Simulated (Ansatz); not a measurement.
α-quartz-type GeO₂ (metastable phase)

These are PBE0+SOC (plane waves, PAW; Ansatz, a program for electronic structure) values and carry that method's errors.

Numerical settings: plane-wave cutoff 460 eV, 6×6×4 k mesh (along the axes of the cell as run), Fermi–Dirac smearing 0.01 eV, PAW data made under PBE.

Cell: measured lattice: a = 4.987 Å, b = 4.987 Å, c = 5.652 Å, α = 90.00°, β = 90.00°, γ = 120.00°.

```json
{
 "band_gap": "6.06 eV (indirect)",
 "smallest_direct_gap_on_the_k_points_sampled": "6.12 eV"
}
```

Note: cell and atoms aren't relaxed at this level (largest force component 0.32 eV/Å, pressure -2.2 GPa).

Computed values are for the static lattice.

The result took roughly 40 core-minutes.
